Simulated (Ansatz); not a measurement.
# NaCl: tetragonal deformation path

These are results of DFT PBE, scalar-relativistic, plane waves, PAW in Ansatz 0.2.0, not measurements. The runs took a 420 eV cutoff, a Γ-centred 8×8×8 mesh and Gaussian smearing (0.05 eV). No spin polarisation. Energies are free energies at this smearing, counted from the undisturbed cell; pressure is positive in compression.

Reference structure (as given, not relaxed at this level; it stands at 0.4 GPa):

```
Na Cl
1.0
     0.00000    2.83175    2.83175
     2.83175    0.00000    2.83175
     2.83175    2.83175    0.00000
Na Cl
1 1
Direct
  0.00000 0.00000 0.00000
  0.50000 0.50000 0.50000
```

At fixed volume and fractional coordinates, lengths along (0.000, 0.000, 1.000) are scaled against those across it; ρ is that ratio over its starting value.

```csv
ρ,ΔE (meV/atom),pressure (GPa)
0.650,773.1,17.9
0.707,416.3,10.7
0.780,173.6,5.2
0.850,62.8,2.3
0.920,14.4,0.9
0.960,3.2,0.5
1.000,0.0,0.4
1.050,4.2,0.6
1.100,15.2,1.0
1.200,53.1,2.3
1.300,108.4,4.2
1.414,191.7,6.9
1.500,269.1,9.2
```